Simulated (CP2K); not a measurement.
Runs of CP2K 2026.2 on SrCl2. The structure is cubic, space group Fm-3m (No. 225). Conventional cell: a = 6.977 Å, b = 6.977 Å, c = 6.977 Å, α = 90.00°, β = 90.00°, γ = 90.00°. Sr (site symmetry m-3m) has 8 Cl at 3.02 Å as nearest neighbours. Cl (site symmetry -43m) has 4 Sr at 3.02 Å as nearest neighbours. 

| task | level | potentials or basis | smearing | EPS_DEFAULT | NGRIDS | points a segment of the path (NPOINTS) | bands added on the path | CUTOFF of the grids | gap on the mesh (eV) | pressure (GPa) |
| --- | --- | --- | --- | --- | --- | --- | --- | --- | --- | --- |
| band structure | TASK | POTENTIAL_UZH Sr GTH-SCAN-q10, Cl GTH-SCAN-q7; TZVP-MOLOPT-SCAN-GTH basis | fermi-dirac 0.05 eV | 1.0E-9 | 5 | 6 | 2 | 1300 Ry | 7.93 | (a) |
| band structure | TB-mBJ | POTENTIAL_UZH Sr GTH-PBE-q10, Cl GTH-PBE-q7; TZVP-MOLOPT-PBE-GTH basis | fermi-dirac 0.0259 eV | 1.0E-9 | 5 | 8 | 6 | 900 Ry | 6.05 | - |
| single point | M06-L | POTENTIAL_UZH Sr GTH-PBE-q10, Cl GTH-PBE-q7; TZVP-MOLOPT-PBE-GTH basis | fermi-dirac 0.05 eV | 1.0E-10 | 4 | - | - | 900 Ry | 5.69 | 0.4 |
| band structure | TB-mBJ | POTENTIAL_UZH Sr GTH-PBE-q10, Cl GTH-PBE-q7; TZVP-MOLOPT-PBE-GTH basis | fermi-dirac 0.05 eV | 1.0E-9 | 4 | 6 | 4 | 900 Ry | 6.05 | - |
| band structure | PBEsol | POTENTIAL_UZH Sr GTH-PBE-q10, Cl GTH-PBE-q7; TZVP-MOLOPT-PBE-GTH basis | fermi-dirac 0.1 eV | 1.0E-10 | 4 | 6 | 4 | 600 Ry | (b) | -0.3 |
| band structure | LDA | GTH_POTENTIALS Sr GTH-PADE-q10, Cl GTH-PADE-q7; TZVP-MOLOPT-PBE-GTH basis | fermi-dirac 0.1 eV | 1.0E-10 | 4 | 6 | 6 | 600 Ry | 4.86 | -2.3 |
| band structure | SCAN | POTENTIAL_UZH Sr GTH-SCAN-q10, Cl GTH-SCAN-q7; TZVP-MOLOPT-SCAN-GTH basis | fermi-dirac 0.01 eV | 1.0E-10 | 5 | 10 | 2 | 1300 Ry | 5.91 | 0.2 |

Alike in all rows: no spin polarisation; cell as given; k mesh 7 × 7 × 7.

**Question.** Estimate the missing entries.

**Answer.** (a) 8.3; (b) 5.10.

Caveats: the basis of atomic orbitals isn't converged, which shifts pressures, moduli and gaps; the potentials were made for another functional, which shifts forces and pressure (some runs); this is a model potential without an energy functional, so only levels have meaning (some runs); the mesh misses the band edges, which the band path finds closer together (some runs); an odd mesh through Γ misses points on the zone boundary, where band edges often lie (some runs).

A k mesh can miss the band edges, and the runs leave out spin-orbit coupling on Sr.

Not every run made on this cell is shown here.
